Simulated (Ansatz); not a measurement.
**HfB: strain energy, fitted**

HfB, Fm-3m, a = 4.834 Å. The structure is a COD entry; whether it is the stable form wasn't checked. Ansatz: PBE, PAW, 420 eV, Γ-centred 12×12×10 mesh on 4 atoms, Gaussian smearing 0.10 eV; no spin polarisation. Series: biaxial strain in the a-b plane, c and atoms relaxed; x is the strain in per cent. The axes a, b, c are those of the computed cell (3.418, 3.418, 4.834 Å), along [1 1 0], [-1 1 0], [0 0 1] of the cell named above. y is the free energy over the unstrained cell, V0 = 14.118 Å³/atom.

```
x (%) y (meV/atom)
 -4.5         88.76
 -3.0         37.39
 -1.5          8.75
  0.0          0.00
  1.5          8.44
  3.0         31.62
  4.5             ?
```

Fit y = c2 x² + c3 x³ to the other rows, turn c2 into a modulus, and predict the missing energy.

Least squares on the rows shown. y = 3.8526 x² − 0.11611 x³. In eV per unit strain² c2 is 38.53; M is the biaxial modulus (E = M V0 ε²): 38.53 × 160.2 / (14.118) = 437 GPa. The unstrained cell keeps some stress along the strain, worth a slope of 0.13 meV/atom per %, which the form leaves out. At x = 4.5 the fit asked for gives 67.43 meV/atom. The run gave 67.31 meV/atom, so the fit is 0.12 meV/atom too high, within the rms miss on the fitted rows (0.26 meV/atom).

Spin–orbit coupling is left out, which can shift energies with elements as heavy as these.